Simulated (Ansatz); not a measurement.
# Pb: pressure up to the limit of the methods

An exercise on one series of results from a longer session: the logs are not shown, and one member is left open.

Program: Ansatz 0.2.0. Level of theory: DFT PBE, with the methods named in each step. These are calculated values, not measurements.

1 further run of the same task is left out (it didn't finish).

**Starting point**

Symmetry: P6_3/mmc, No. 194, hexagonal system. Conventional cell: a = 3.573 Å, b = 3.573 Å, c = 11.548 Å, α = 90.00°, β = 90.00°, γ = 120.00°. Pb (site symmetry -3m) is surrounded by 12 Pb at 3.55 to 3.57 Å. Pb (site symmetry -6m2) has 12 Pb at 3.55 to 3.57 Å as nearest neighbours.

Structure file:

```cif
data_structure
_symmetry_space_group_name_H-M 'P 1'
_symmetry_Int_Tables_number 1
_cell_length_a 3.5734
_cell_length_b 3.5734
_cell_length_c 11.5477
_cell_angle_alpha 90.000
_cell_angle_beta 90.000
_cell_angle_gamma 120.000
_cell_volume 127.70
loop_
_atom_site_label
_atom_site_type_symbol
_atom_site_fract_x
_atom_site_fract_y
_atom_site_fract_z
_atom_site_occupancy
Pb1 Pb 0.00000 0.00000 0.00000 1
Pb2 Pb 0.00000 0.00000 0.50000 1
Pb3 Pb 0.33333 0.66667 0.25000 1
Pb4 Pb 0.66667 0.33333 0.75000 1
```

Whether this phase is the stable one at these pressures isn't tested.

Atoms are numbered in the order of the input: Pb1, Pb2, Pb3, Pb4.

The first run:

Contents of input.yaml:

```yaml
crystal:
  lattice:
    - [3.5733815866, 0.0, 0.0]
    - [-1.7866907933, 3.0946392314, 0.0]
    - [0.0, 0.0, 11.5476539746]
  atoms:
    - { symbol: Pb, position: [0.0, 0.0, 0.0] }
    - { symbol: Pb, position: [0.0, 0.0, 0.5] }
    - { symbol: Pb, position: [0.3333333333, 0.6666666667, 0.25] }
    - { symbol: Pb, position: [0.6666666667, 0.3333333333, 0.75] }
kpoints:
  mp_grid: { grid: [10, 10, 3] }
  band_path:
    path:
      - [0.0, 0.0, 0.0]
      - [0.5, 0.0, 0.0]
      - [0.3333333333, 0.3333333333, 0.0]
      - [0.0, 0.0, 0.0]
      - [0.0, 0.0, 0.5]
      - [0.5, 0.0, 0.5]
      - [0.3333333333, 0.3333333333, 0.5]
      - [0.0, 0.0, 0.5]
      - [0.5, 0.0, 0.5]
    npoints: 14
scf:
  occupations: { method: fermi_dirac, width: 0.1 }
hamiltonian:
  xc: pbe
  pseudopotentials: { kind: all_electron, lapw: { basis_error: 0.001 } }
output:
  forces: true
  stress: true
  eigenvalues: true
  populations: true
  dos: { projected: true, de: 0.2, e_range: [-14, 8] }
```

On the command line:

```console
ansatz run input.yaml --threads 1 --pin off --max-ram 3072MiB --backend cpu --events-out ev --progress --plain --runs-dir out
```

Steps of the session up to this table: The reference volume, LAPW; Volume scaled by 1, crystal datasets; Volume scaled by 1, norm-conserving; Volume scaled by 0.95, LAPW; Volume scaled by 0.85, LAPW; Volume scaled by 0.85, crystal datasets; Volume scaled by 0.75, LAPW; Volume scaled by 0.4, LAPW; Volume scaled by 0.4, crystal datasets; Volume scaled by 0.4, norm-conserving.

One of the session's tables, all rows but one given; the rest of the session is left out.

 The rows PAW, 0.4 and PAW (core large), 0.4 agree to the last digit and may rest on the same set-up.

```
          method  volume over the first  volume (Å³/atom)  pressure (GPa)
            LAPW                      1            31.924            0.01
            LAPW                   0.95            30.328            2.26
            LAPW                   0.85            27.136            9.45
            LAPW                   0.75            23.943           22.87
            LAPW                    0.4            12.770          347.60
             PAW                      1            31.924            0.00
             PAW                   0.95            30.328            2.26
             PAW                   0.85            27.136            9.44
             PAW                   0.75                 ?               ?
             PAW                    0.4            12.770          348.14
PAW (core large)                    0.4            12.770          348.14
crystal datasets                      1            31.924            0.01
crystal datasets                   0.85            27.136            9.45
crystal datasets                    0.4            12.770          347.60
 norm-conserving                      1            31.924            0.05
 norm-conserving                    0.4            12.770          349.49
```

Q: Estimate the row for PAW, 0.75 from the others.

As computed: volume (Å³/atom): 23.943; pressure (GPa): 22.86.

Limits of these values: Rows by PAW come from runs of the same series that aren't printed here. Warnings in the runs' records: crystal datasets made, datasets by core.
